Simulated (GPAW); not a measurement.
Crystal: Sn.

```
CELL_PARAMETERS angstrom
0.00000 3.23334 3.23334
3.23334 0.00000 3.23334
3.23334 3.23334 0.00000
ATOMIC_POSITIONS crystal
Sn 0.75000 0.75000 0.75000
Sn 0.50000 0.50000 0.50000
```

This isn't the form of Sn at room conditions, which is tetragonal (white tin).

```yaml
Program: GPAW 26.7.0
Task: relaxation of cell and atoms
Functional: BLYP
Dispersion: D3(BJ)
Potentials_or_basis: PAW data sets generated in the run's folder for this functional
Cutoff: 600 eV
Basis: pw
k_mesh: 7 × 7 × 7
Occupations: fermi-dirac, width 0.05 eV
Spin: no spin polarisation
```

At the start: pressure 2.1 GPa; volume 33.80 Å³/atom.

Problem. Where does the relaxation end?

Solution. Over 4 steps the energy falls by 10.8 meV/atom and the volume is 35.54 Å³/atom (+5.1 %); space group Fd-3m (No. 227, to 0.05 Å).

The path:
```
step  energy change (eV)  largest force (eV/Å)  pressure (GPa)  volume (Å³)
   1              0.0000                0.0000            2.12        67.61
   2             -0.0077                0.0000            1.67        68.26
   3             -0.0215                0.0000            0.13        70.85
   4             -0.0216                0.0000            0.01        71.08
```

Final structure:
```
CELL_PARAMETERS angstrom
0.00000 3.28775 3.28775
3.28775 0.00000 3.28775
3.28775 3.28775 0.00000
ATOMIC_POSITIONS crystal
Sn 0.75000 0.75000 0.75000
Sn 0.50000 0.50000 0.50000
```

Caveat: later steps reuse the first step's grids; pairwise dispersion overbinds metals, which lowers pressure and volume.
